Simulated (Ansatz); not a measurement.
## What moves the pressure of Zn?

```yaml
crystal:
  lattice:
    - [2.61436, 0.00000, 0.00000]
    - [-1.30718, 2.26410, 0.00000]
    - [0.00000, 0.00000, 4.87316]
  atoms:
    - { symbol: Zn, position: [0.33333, 0.66667, 0.25000] }
    - { symbol: Zn, position: [0.66667, 0.33333, 0.75000] }
```

Atoms are numbered in the order listed.

The cell is the one relaxed in the Materials Project (mp-79), not relaxed further here; entries there can be hypothetical.

All numbers below come from DFT, PBEsol, all-electron LAPW, scalar-relativistic in Ansatz 0.2.0.

Numerical set-up: a Γ-centred 18×18×9 k mesh, Fermi–Dirac smearing of 0.03 eV, basis error target 0.5 meV/atom, no spin polarisation.

In this reference run the pressure is -1.3 GPa (positive in compression). Each change below is made alone, on the same k mesh, with fractional coordinates held unless an atom is moved; x, y and z are the Cartesian axes.

(1) Order the changes by the shift of the pressure, most negative first.
A. volume scaled by 1.02
B. z strained by +1 % at fixed volume
C. atom 1 (Zn) moved by (0.0354, 0.0354, 0.0000) Å
D. volume scaled by 0.98

## Answers

(1) A (-1.6 GPa), C (0.0 GPa), B (+0.4 GPa), D (+1.8 GPa).
